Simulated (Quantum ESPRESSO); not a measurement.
MoS2:

```
CELL_PARAMETERS angstrom
3.16900 0.00000 0.00000
-1.58450 2.74443 0.00000
0.00000 0.00000 12.32400
ATOMIC_POSITIONS crystal
Mo 0.66667 0.33333 0.75000
Mo 0.33333 0.66667 0.25000
S 0.66667 0.33333 0.37700
S 0.33333 0.66667 0.87700
S 0.66667 0.33333 0.12300
S 0.33333 0.66667 0.62300
```

```yaml
Program: Quantum ESPRESSO 7.5
Task: Hubbard U by linear response
Functional: PBEsol
Potentials_or_basis: GBRV 1.5 PBEsol
Cutoff: 612 eV
Density_cutoff: 4898 eV
k_mesh: 4 × 4 × 1
Occupations: fermi-dirac, width 0.05 eV
Spin: no spin polarisation
Hubbard_terms: Mo d U = 6.0 eV
Start_of_the_occupations: default
Hubbard_projectors: ortho-atomic
Mixing_beta: 0.3
Most_SCF_iterations: 120
SCF_threshold: 1.2e-09 Ry
q_mesh: 2 × 2 × 1
```

The first run showed a gap, so the response started from a second, tighter run with fixed occupations.

**Question.** What Hubbard parameters does linear response give?

**Answer.** U = 3.66 eV on Mo 4d. The values belong to these projectors, potentials and this ground state, and don't carry over to other codes.

Hubbard U from linear response:
```csv
site,manifold,U (eV)
1,Mo-4d,3.66
2,Mo-4d,3.66
```
On the first site the bare response is -0.875 and the screened one -0.206 eV⁻¹.

Eigenvalues of the final occupation matrices:
```tsv
site	spin	trace	eigenvalues
Mo 1 4d	each	2.49	0.45 0.45 0.48 0.48 0.63
Mo 2 4d	each	2.49	0.45 0.45 0.48 0.48 0.63
```

Caveat: the k mesh is coarse (spacing up to 0.57 Å⁻¹), so the values aren't converged; an odd mesh through Γ misses points on the zone boundary, where band edges often lie.
